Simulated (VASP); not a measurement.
Write the native input for VASP 6.6.1 that does the following.

* Task: relaxation of cell and atoms
* Functional: LDA
* Potentials or basis: VASP PAW LDA potentials, release 64 (B, As)
* Cutoff: 600 eV
* k mesh: 10 × 10 × 10
* Occupations: gaussian, width 0.02 eV
* Spin: no spin polarisation
* Dipole correction: no
* Further INCAR settings: ALGO = Normal; EDIFF = 1e-07; IBRION = 2; EDIFFG = -0.005; NSW = 70; ISIF = 3

The structure of BAs lies in POSCAR:

```
BAs
1.0
    0.0000000000      2.4044111851      2.4044111851
    2.4044111851      0.0000000000      2.4044111851
    2.4044111851      2.4044111851      0.0000000000
B As
1 1
Direct
    0.0000000000      0.0000000000      0.0000000000
    0.2500000000      0.2500000000      0.2500000000
```

These files were run (other wordings do the same):

INCAR

```
SYSTEM = BAs
PREC = Accurate ; ENCUT = 600
EDIFF = 1E-7 ; ISMEAR = 0
SIGMA = 0.02 ; LREAL = .FALSE.
LASPH = .TRUE. ; NELM = 60
ALGO = Normal ; ISIF = 3
LWAVE = .FALSE. ; LCHARG = .FALSE.
GGA = CA ; IBRION = 2
NSW = 70 ; EDIFFG = -0.005
```

KPOINTS

```
Automatic mesh
0
G
  10 10 10
  0 0 0
```

Potentials or basis: VASP PAW LDA potentials, release 64 (B, As).

Run with:

```bash
$ cat potpaw_LDA.64/B/POTCAR potpaw_LDA.64/As/POTCAR > POTCAR
$ mpirun -np 1 vasp_std > vasp.out
```

Results of the run:

```
Relaxed volume                         : 13.33 Å³/atom
Relaxed cell                           : a = 3.353 Å, b = 3.353 Å, c = 3.353 Å, α = 60.00°, β = 60.00°, γ = 60.00°
Space group after relaxing (to 0.05 Å) : F-43m (No. 216)
Energy gained by relaxing              : 10.4 meV/atom
Ionic steps                            : 3
Pressure after relaxing                : 0.0 GPa
Band gap on the k mesh                 : 1.10 eV, indirect (least direct gap 3.28 eV)
```

It took 28 s on 1 thread of Intel(R) Xeon(R) Platinum 8488C (Sapphire Rapids) (shared host), peak memory 0.15 GiB.
